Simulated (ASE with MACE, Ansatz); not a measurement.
# Boundary energy of Σ11 (113)[1-10] symmetric tilt boundary in Si (48 atoms)

What is the boundary energy of this cell, counted against the bulk crystal, and how far does it hang on functional and mesh?

Calculated with Ansatz 0.2.0: Kohn-Sham DFT, PBE, PAW (set soft_2), plane waves; cutoff 420 eV, fermi-dirac smearing of 0.025 eV. Cutoffs: 420 eV for PBE and PBEsol; 500 eV for r2SCAN.

**The cells**

The cell holds 48 atoms: 48 Si. Cell: a = 7.734 Å, b = 6.698 Å, c = 20.281 Å, α = 90.0°, β = 90.0°, γ = 106.8°. It derives from Si. The starting structure: Two grains of Si, one the mirror image of the other in the boundary plane, two boundaries a cell; of 6 trial joints (lateral shifts, openings, close atoms taken out) the lowest after a short relaxation with the MACE-MP-0b2 potential was kept (shift [0.5, 0.0] of the surface cell, opening 0.83 Å, one of each pair under 1.66 Å removed), then its atoms and the cell's length along the normal were relaxed with that potential. Lattice constants are starting values near those of PBE.

The bulk reference is Si8 in a cell of 8 atoms, 20.447 Å³ an atom.

The input of the single point on the relaxed cell:

```yaml
crystal:
  lattice:
    - [7.73433, 0.0, 0.0]
    - [-1.93358, 6.41297, 0.0]
    - [0.0, 0.0, 20.28098]
  atoms:
    - { symbol: Si, position: [0.1376, 0.54919, 0.01169] }
    - { symbol: Si, position: [0.04623, 0.18513, 0.03187] }
    - { symbol: Si, position: [0.27335, 0.09384, 0.09425] }
    - { symbol: Si, position: [0.18252, 0.73028, 0.11462] }
    [... 42 atom lines left out ...]
    - { symbol: Si, position: [0.06741, 0.26941, 0.53187] }
    - { symbol: Si, position: [0.97603, 0.90536, 0.51169] }
kpoints:
  mp_grid: { grid: [4, 5, 1] }
hamiltonian:
  xc: pbe
scf:
  occupations: { method: fermi_dirac, width: 0.025 }
output:
  forces: true
  stress: true
  populations: true
  dos:
    method: { smearing: { sigma: 0.08 } }
    de: 0.1
    projected:
      site_lists:
        Si: [Si]
        lower_grain: [... 24 sites ...]
        upper_grain: [... 24 sites ...]
  eigenvalues: true
  write_density: true
  write_potential: true
  volumetric_format: npy
```

| cell | formula | k-mesh | relaxation steps | gain on relaxing (eV) | free energy, PBE (eV) | time of its runs on this page |
| --- | --- | --- | --- | --- | --- | --- |
| Sigma11 (113)[1-10] symmetric tilt boundary in Si | Si48 | 4×5×1 (relaxed on 2×3×1) | 3 | 0.41 | -30512.140 | 3.3 min |
| bulk Si | Si8 | 10×10×10 | - | - | -5086.481 | 12 s |

Times come from shared hosts and are rough.

**Boundary energy**

The excess is the cell's free energy less 6 times that of the bulk cell. It is divided by twice the area, as the cell holds two boundaries, so the value is their mean, and they need not be alike (49.60 Å²), with 1 eV/Å² = 16.022 J/m².

| level | k-mesh | excess (eV) | boundary energy (J/m²) | per area (meV/Å²) |
| --- | --- | --- | --- | --- |
| PBE | 4×5×1 | 6.748 | 1.090 | 68.0 |
| PBE, denser mesh | 5×6×2 | 6.589 | 1.064 | 66.4 |
| r2SCAN | 4×5×1 | 7.855 | 1.269 | 79.2 |
| PBEsol | 4×5×1 | 6.690 | 1.080 | 67.4 |

Worked for the first row at PBE: (-30512.140) − 6 × (-5086.481) = 6.748 eV (from unrounded energies).

Then 6.748 / (2 × 49.60) × 16.022 = 1.090 J/m².

**Neighbours**

Bonds by pair of elements; cutoffs follow the first minimum of g(r), held within bounds set by covalent radii, and pairs that aren't listed don't count as bonded:

```
pair A-B  cutoff (Å)  bonds  mean length (Å)  spread (Å)  shortest (Å)  B about A  A about B
   Si-Si        2.68     92             2.38       0.009          2.36       3.83       3.83
```

How many atoms have how many bonded neighbours:

```csv
element,mean,3,4
Si,3.83,8,40
```

**Findings**

At PBE the boundary energy is 1.09 J/m². At the same geometries the levels give 1.08 (PBEsol) to 1.27 J/m² (r2SCAN) and the denser mesh moves it by -0.03 J/m². Relaxing the atoms lowered it by 0.066 J/m² from the start (on the 2×3×1 mesh of the relaxation), and the farthest atom moved 0.15 Å. By these cutoffs 8 of 48 Si atoms differ from the commonest count of 4.

Limits: The cell edges were held, so the lattice is the typed one for every functional, and the length along the normal is the one that the machine-learned potential gave. Cell and bulk are sampled on unlike meshes, and the error grows with the number of atoms subtracted. The joint was picked among a few trials by a machine-learned potential, and a lower one may exist. In some runs the program notes that positions were snapped to a detected symmetry.

[Logs are printed without paths, hosts, clocks, repeated set-up lines and the standing remarks that a program may print on its own settings, such as how far it seeks lower states.]

[Hosts, paths, dates, database ids (printed as entryN), source tags and the programs' standing remarks are cut or masked in the printed files.]
